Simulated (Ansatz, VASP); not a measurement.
Two plane-wave programs on InSe

```
In Se
1.0
     5.82639   -2.05465    0.00000
     5.82639    2.05465    0.00000
    -1.72323    0.00000    4.77135
In Se
2 2
Direct
  0.88820 0.88820 0.04684
  0.11180 0.11180 0.95316
  0.66093 0.66093 0.66896
  0.33907 0.33907 0.33104
```

The cell comes from a database or a generator and needn't be the stable form of this composition.

Alike in both runs: task single point; functional PBE; k mesh 7 × 7 × 6; occupations fermi-dirac, width 0.05 eV; no spin polarisation.

|  | VASP | Ansatz |
| --- | --- | --- |
| version | VASP 6.6.1 | Ansatz 0.2.0 |
| potentials or method | VASP PAW PBE potentials, release 64 (In_d, Se) | Ansatz PAW |
| plane-wave cutoff (eV) | 520 | 420 |
| valence electrons in the cell | 38 | 58 |

```tsv
	VASP	Ansatz	Ansatz less VASP
gap on the k mesh at the Fermi level (eV)	1.14	1.14	+0.007
least direct gap on the mesh (eV)	1.22	1.23	+0.007
pressure (GPa)	1.5	1.5	-0.04
largest component of the traceless stress (GPa)	0.07	0.06	-0.005
rms of the force components (eV/Å)	0.107	0.101	-0.0062
```

Atom by atom the forces differ by 0.008 eV/Å (rms over components). The two sets of potentials don't hold the same shells in valence.

Caveats: spin-orbit coupling is left out, which moves the levels of the heavy elements; an odd mesh through Γ misses points on the zone boundary, where band edges often lie (VASP); odd divisions of the mesh miss points on the zone boundary, where band edges often lie, so the gap on the mesh can be too wide (Ansatz).
